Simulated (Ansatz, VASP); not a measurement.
## GaP in VASP and in Ansatz

Contents of INCAR:

```
SYSTEM = GaP
PREC = Accurate
ENCUT = 520
EDIFF = 1E-6
ISMEAR = 0
SIGMA = 0.05
LREAL = .FALSE.
LASPH = .TRUE.
NELM = 60
ALGO = Normal
ISIF = 2
LWAVE = .FALSE.
LCHARG = .FALSE.
GGA = PS
NBANDS = 16
```

Contents of KPOINTS:

```
regular mesh
0
G
  10 10 10
  0 0 0
```

Contents of POSCAR:

```
GaP
1.0
    0.0000000000      2.7670833396      2.6230764429
    2.6230764429      0.0000000000      2.6230764429
    2.6230764429      2.7670833396      0.0000000000
Ga P
1 1
Direct
    0.0000000000      0.0000000000      0.0000000000
    0.7500000000      0.7500000000      0.7500000000
```

Input for Ansatz:

```yaml
crystal:
  lattice:
    - [0.0, 2.7670833396, 2.6230764429]
    - [2.6230764429, 0.0, 2.6230764429]
    - [2.6230764429, 2.7670833396, 0.0]
  atoms:
    - { symbol: Ga, position: [0.0, 0.0, 0.0] }
    - { symbol: P, position: [0.75, 0.75, 0.75] }
basis:
  ecutwfc: 420
kpoints:
  mp_grid: { grid: [10, 10, 10] }
hamiltonian:
  xc: pbesol
  pseudopotentials: { kind: paw, azcp: { folder: soft_1 } }
scf:
  occupations: { method: gaussian, width: 0.05 }
output:
  forces: true
  stress: true
  eigenvalues: true
```

Alike in both runs: task single point; functional PBEsol; k mesh 10 × 10 × 10; occupations gaussian, width 0.05 eV; no spin polarisation.

|  | VASP | Ansatz |
| --- | --- | --- |
| version | VASP 6.6.1 | Ansatz 0.2.0 |
| potentials or method | VASP PAW PBE potentials, release 64 (Ga_d, P) | scalar-relativistic, plane waves, PAW |
| plane-wave cutoff (eV) | 520 | 420 |
| valence electrons in the cell | 18 | 18 |

Ansatz gave:

```
gap on the k mesh at the Fermi level (eV)       : 1.10
least direct gap on the mesh (eV)               : 2.11
pressure (GPa)                                  : 5.2
largest component of the traceless stress (GPa) : 2.94
```

Q: Which values does VASP return?

A: gap on the k mesh at the Fermi level (eV): 1.10; least direct gap on the mesh (eV): 2.12; pressure (GPa): 5.0; largest component of the traceless stress (GPa): 2.96.

Ansatz warned: «pseudo_functional_mismatch».

Caveats: the PAW data sets were made with another functional, which shifts forces and pressure a little (VASP). A k mesh can miss the band edges.
